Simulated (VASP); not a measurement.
The system is FeS2.

```
Fe S
1.0
     5.41780    0.00000    0.00000
     0.00000    5.41780    0.00000
     0.00000    0.00000    5.41780
Fe S
4 8
Direct
  0.00000 0.00000 0.00000
  0.50000 0.00000 0.50000
  0.50000 0.50000 0.00000
  0.00000 0.50000 0.50000
  0.38482 0.38482 0.38482
  0.11518 0.61518 0.88482
  0.88482 0.11518 0.61518
  0.61518 0.88482 0.11518
  0.61518 0.61518 0.61518
  0.88482 0.38482 0.11518
  0.11518 0.88482 0.38482
  0.38482 0.11518 0.88482
```

| Quantity | Value |
| --- | --- |
| Program | VASP 6.6.1 |
| Task | relaxation of cell and atoms |
| Functional | PBE |
| Potentials or basis | VASP PAW PBE potentials, release 64 (Fe, S) |
| Cutoff | 600 eV |
| k mesh | 6 × 6 × 6 |
| Occupations | gaussian, width 0.03 eV |
| Spin | collinear spin, ferromagnetic start |
| Starting moments | [4.0, 4.0, 4.0, 4.0, 0.0, 0.0, 0.0, 0.0, 0.0, 0.0, 0.0, 0.0] μB |
| Hubbard terms | Fe d U = 4.0 eV |

At the start: pressure 20.4 GPa; volume 13.25 Å³/atom.

Task: Where does the relaxation end?

Result: Over 12 steps the energy falls by 167.3 meV/atom and the volume is 15.91 Å³/atom (+20.1 %); space group Pa-3 (No. 205, to 0.05 Å); moment 8.00 μB per cell.

Step by step:
```
step  energy change (eV)  largest force (eV/Å)  pressure (GPa)  volume (Å³)
   1              0.0000                0.6500           20.38       159.03
   2             -1.4626                1.0392           -5.88       201.07
   3             -1.6752                0.9659           -0.86       188.15
   4             -1.9445                0.4819           -0.28       189.19
   5             -2.0051                0.0755            0.55       189.95
   6             -2.0060                0.0036            0.42       189.85
   7             -2.0059                0.0262            0.45       189.89
   8             -2.0071                0.0109           -0.13       191.26
   9             -2.0073                0.0151            0.06       190.91
  10             -2.0073                0.0145           -0.03       190.98
  11             -2.0073                0.0147            0.02       190.94
  12             -2.0073                0.0000           -0.03       190.92
```

Final structure:
```yaml
crystal:
  lattice:
    - [5.75818, 0.00000, 0.00000]
    - [0.00000, 5.75818, 0.00000]
    - [0.00000, 0.00000, 5.75818]
  atoms:
    - { symbol: Fe, position: [0.00000, 0.00000, 0.00000] }
    - { symbol: Fe, position: [0.50000, 0.00000, 0.50000] }
    - { symbol: Fe, position: [0.50000, 0.50000, 0.00000] }
    - { symbol: Fe, position: [0.00000, 0.50000, 0.50000] }
    - { symbol: S, position: [0.39507, 0.39507, 0.39507] }
    - { symbol: S, position: [0.10493, 0.60493, 0.89507] }
    - { symbol: S, position: [0.89507, 0.10493, 0.60493] }
    - { symbol: S, position: [0.60493, 0.89507, 0.10493] }
    - { symbol: S, position: [0.60493, 0.60493, 0.60493] }
    - { symbol: S, position: [0.89507, 0.39507, 0.10493] }
    - { symbol: S, position: [0.10493, 0.89507, 0.39507] }
    - { symbol: S, position: [0.39507, 0.10493, 0.89507] }
```

Caveat: the volume moved by over 15 % at a fixed basis, so the end points are rough; the volume moved by +20 % from the deposited cell, more than functionals usually miss; only a ferromagnetic start was run, and an antiferromagnetic order may lie lower in energy.
